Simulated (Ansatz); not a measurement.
# CdHg3S4: the cost of one run

Method: DFT PBE, scalar-relativistic, plane waves, PAW, in Ansatz 0.2.0.

1 further run of the same task is left out (it didn't finish).

## (1) Starting point

The structure is tetragonal, space group P-4m2 (No. 115). Conventional cell: a = 4.132 Å, b = 4.132 Å, c = 11.687 Å, α = 90.00°, β = 90.00°, γ = 90.00°. Around Cd (site symmetry -4m2) lie 4 S at 2.53 Å. Around Hg (site symmetry 2mm) lie 4 S at 2.53 Å. Hg (site symmetry -4m2) has 4 S at 2.53 Å as nearest neighbours. S (site symmetry 2mm) has 2 Cd at 2.53 Å and 2 Hg at 2.53 Å as nearest neighbours. S (site symmetry 2mm) is surrounded by 4 Hg at 2.53 Å.

Structure file:

```cif
data_structure
_symmetry_space_group_name_H-M 'P-4m2'
_symmetry_Int_Tables_number 115
_cell_length_a 4.1320
_cell_length_b 4.1320
_cell_length_c 11.6871
_cell_angle_alpha 90.000
_cell_angle_beta 90.000
_cell_angle_gamma 90.000
_cell_volume 199.54
loop_
_atom_site_label
_atom_site_type_symbol
_atom_site_symmetry_multiplicity
_atom_site_Wyckoff_symbol
_atom_site_fract_x
_atom_site_fract_y
_atom_site_fract_z
_atom_site_occupancy
Cd1 Cd 1 b 0.50000 0.50000 0.00000 1
Hg1 Hg 2 e 0.00000 0.00000 0.75000 1
Hg2 Hg 1 c 0.50000 0.50000 0.50000 1
S1 S 2 g 0.50000 0.00000 0.12500 1
S2 S 2 g 0.00000 0.50000 0.37500 1
```

The start is an ordering of an alloy on its end members' structure types: elements ordered on the sites of the CdS type, Cd/Hg on Cd (P-4m2, No. 115).

## (2) The guess as it stands, on a coarse mesh

Input file input.yaml:

```yaml
crystal:
  lattice:
    - [4.13201507, 0.0, 0.0]
    - [0.0, 4.13201507, 0.0]
    - [0.0, 0.0, 11.68710351]
  atoms:
    - { symbol: Cd, position: [0.5, 0.5, 0.0] }
    - { symbol: Hg, position: [0.0, 0.0, 0.75] }
    - { symbol: Hg, position: [0.0, 0.0, 0.25] }
    - { symbol: Hg, position: [0.5, 0.5, 0.5] }
    - { symbol: S, position: [0.5, 0.0, 0.125] }
    - { symbol: S, position: [0.0, 0.5, 0.375] }
    - { symbol: S, position: [0.5, 0.0, 0.625] }
    - { symbol: S, position: [0.0, 0.5, 0.875] }
basis:
  ecutwfc: 420
kpoints:
  mp_grid: { grid: [4, 4, 2] }
hamiltonian:
  xc: pbe
scf:
  occupations: { method: gaussian, width: 0.1 }
  lower_state_search: "off"
output:
  forces: true
  stress: true
  eigenvalues: true
```

On the command line:

```sh
ansatz run input.yaml --threads 1 --pin off --max-ram 2560MiB --backend cpu --events-out ev --progress --plain --runs-dir out
```

What time and memory should one allow on 1 thread of Intel Xeon 6975P-C (Granite Rapids), shared host?

About 4.7 s, with a peak of 0.47 GiB.
